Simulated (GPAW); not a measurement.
Runs of GPAW 26.7.0 on Sb. Symmetry: Im-3m, No. 229, cubic system. Conventional cell: a = 3.743 Å, b = 3.743 Å, c = 3.743 Å, α = 90.00°, β = 90.00°, γ = 90.00°. Sb (site symmetry m-3m) is surrounded by 8 Sb at 3.24 Å. This isn't the form of Sb at room conditions, which is rhombohedral.

```tsv
task	level	potentials or basis	cell	smearing	optimizer	fmax	max steps	convergence	gap on the mesh (eV)	pressure (GPa)	V0 of scaled cells (Å³/atom)	relaxed volume (Å³/atom)	B0 (GPa)
single point	PBEsol	PAW data sets generated in the run's folder for this functional, pw	as given	fermi-dirac 0.05 eV	-	-	-	-	none	-0.4	-	-	-
equation of state	PBEsol	PAW data sets generated in the run's folder for this functional, pw	as given	fermi-dirac 0.05 eV	-	-	-	-	-	-	26.08	-	67
relaxation of cell and atoms	PBEsol+D4	PAW data sets generated in the run's folder for this functional, pw	relaxed	fermi-dirac 0.05 eV	BFGS	0.02 eV/Å	60	density=1e-05 forces=0.0001	none	0.1	-	25.28	-
relaxation of cell and atoms	PBEsol+D3(BJ)	PAW data sets generated in the run's folder for this functional, pw	relaxed	fermi-dirac 0.05 eV	BFGS	0.02 eV/Å	60	density=1e-05 forces=0.0001	none	0.1	-	24.75	-
relaxation of cell and atoms	PBEsol	PAW data sets generated in the run's folder for this functional, pw	relaxed	fermi-dirac 0.05 eV	BFGS	0.02 eV/Å	60	density=1e-05 forces=0.0001	none	0.0	-	(b)	-
single point	LDA	the program's PAW data sets (release 1.2.1) made for this functional, pw	as given	gaussian 0.1 eV	-	-	-	-	none	(c)	-	-	-
relaxation of cell and atoms	PBEsol+D3(BJ)+ATM	PAW data sets generated in the run's folder for this functional, pw	relaxed	fermi-dirac 0.05 eV	BFGS	0.02 eV/Å	60	density=1e-05 forces=0.0001	none	0.1	-	24.90	-
relaxation of cell and atoms	PBEsol+D3	PAW data sets generated in the run's folder for this functional, pw	relaxed	fermi-dirac 0.05 eV	BFGS	0.02 eV/Å	60	density=1e-05 forces=0.0001	none	0.0	-	25.52	-
equation of state	LDA	the program's PAW data sets (release 1.2.1) made for this functional, pw	as given	fermi-dirac 0.05 eV	-	-	-	-	-	-	(a)	-	70
single point	PBEsol	PAW data sets generated in the run's folder for this functional, pw	as given	gaussian 0.02 eV	-	-	-	-	none	-0.4	-	-	-
```

Alike in all rows: no spin polarisation; k mesh 10 × 10 × 10; cutoff (eV) 600.

Estimate the missing entries.

(a) 25.61; (b) 26.07; (c) -1.6.

Caveats: later steps reuse the first step's grids (some runs); pairwise dispersion overbinds metals, which lowers pressure and volume (some runs).

A k mesh can miss the band edges, and the runs leave out spin-orbit coupling on Sb.

A gap of «none» marks a metal or a gap under the smearing width.

Not every run made on this cell is shown here.
